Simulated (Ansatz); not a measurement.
Space group Pm-3m (No. 221). a = 6.134 Å, b = 6.134 Å, c = 6.134 Å, α = 90.00°, β = 90.00°, γ = 90.00°
| atom | site | symmetry | x | y | z |
| --- | --- | --- | --- | --- | --- |
| Cs | 1a | m-3m | 0.0000 | 0.0000 | 0.0000 |
| Sn | 1b | m-3m | 0.5000 | 0.5000 | 0.5000 |
| I | 3c | 4/mm.m | 0.0000 | 0.5000 | 0.5000 |

Equation of state of this CsSnI3 structure (not necessarily the ground state), with shape and atoms relaxed at each volume where symmetry leaves them free. Computed with DFT PBEsol, scalar-relativistic, plane waves, PAW in Ansatz.

Cutoff 420 eV; k points 6×6×6 on the computed 5-atom cell (Γ-centred); Gaussian smearing, width 0.01 eV; no spin polarisation.

```csv
V (Å³/atom),E − E(largest V) (meV/atom),P (GPa),gap on mesh (eV)
43.391,2.57,1.30,0.00
44.776,-5.50,0.59,0.00
46.161,-8.12,0.02,0.11
47.546,-6.07,-0.48,0.24
48.931,0.00,-0.91,0.37
```

Q: Fit a third-order Birch–Murnaghan equation to E(V).

A: V0 = 46.21 Å³/atom, B0 = 18 GPa, B0' = 4.1.

Spin-orbit coupling is left out, which matters for the bands of heavy elements.

Symmetry holds off the tilts and polar distortions that many cubic perovskites undergo.